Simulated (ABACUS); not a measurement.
Something may be wrong with this ABACUS 3.10.1 calculation of NaI.

The input INPUT:

```
INPUT_PARAMETERS
suffix              NaI
calculation         scf
basis_type          pw
pseudo_dir          ./
symmetry            1
dft_functional      pbe96
ecutwfc             89
pseudo_rcut         7
nspin               1
nbands              12
ks_solver           dav
smearing_method     fd
smearing_sigma      0.00367493
scf_thr             1e-08
scf_nmax            75
mixing_type         broyden
mixing_beta         0.7
cal_force           1
cal_stress          1
```

STRU

```
ATOMIC_SPECIES
I 126.9045 I.upf
Na 22.9898 Na.upf

LATTICE_CONSTANT
1.8897261246

LATTICE_VECTORS
0.0000000000 3.2364000000 3.2364000000
3.2364000000 0.0000000000 3.2364000000
3.2364000000 3.2364000000 0.0000000000

ATOMIC_POSITIONS
Direct

I
0.0
1
0.5000000000 0.5000000000 0.5000000000 1 1 1

Na
0.0
1
0.0000000000 0.0000000000 0.0000000000 1 1 1
```

Contents of KPT:

```
K_POINTS
0
Gamma
5 5 5 0 0 0
```

Potentials or basis: Ansatz NC PBE, plane waves.

Command:

```console
$ OMP_NUM_THREADS=4 abacus > log
```

running log:

```text
[... set-up lines left out ...]
                         number of sticks = 1813

 PARALLEL PW FOR CHARGE/POTENTIAL
     PROC   COLUMNS(POT)             PW
        1           1813          51733
 --------------- sum -------------------
        1           1813          51733
                            number of |g| = 453
                                  max |g| = 32.174
                                  min |g| = 0
 !!!!!!!!!!!!!!!!!!!!!!!!!!!!!!!!!!!!!!!!!!!!!!!!!!!!!!!!!
                         NOTICE
 !!!!!!!!!!!!!!!!!!!!!!!!!!!!!!!!!!!!!!!!!!!!!!!!!!!!!!!!!

 Unrecognized exchange-correlation functional 'PBE96'.
 Possible source: Pseudopotential file or dft_functional parameter.
 Please explicitly set dft_functional in INPUT,
 or verify the functional name is supported.
 CHECK IN FILE : OUT.NaI/warning.log

 !!!!!!!!!!!!!!!!!!!!!!!!!!!!!!!!!!!!!!!!!!!!!!!!!!!!!!!!!
                         NOTICE
 !!!!!!!!!!!!!!!!!!!!!!!!!!!!!!!!!!!!!!!!!!!!!!!!!!!!!!!!!
 Check in file : OUT.NaI/warning.log
```

On the terminal:

```text
ABACUS v3.10.1
[... 31 lines left out ...]
                         NOTICE
 !!!!!!!!!!!!!!!!!!!!!!!!!!!!!!!!!!!!!!!!!!!!!!!!!!!!!!!!!
```

**Question.** Diagnose the run.

**Answer.** The input was rejected before any iteration. The input holds a flaw that was put in on purpose: unknown functional name (dft_functional = pbe96).

A sound run on the same cell differs in these lines of the main input:
```diff
@@ -7 +7 @@
-dft_functional      pbe96
+dft_functional      pbe
@@ -16 +16 @@
-scf_nmax            75
+scf_nmax            100
@@ -20,0 +21 @@
+kpar                4
```
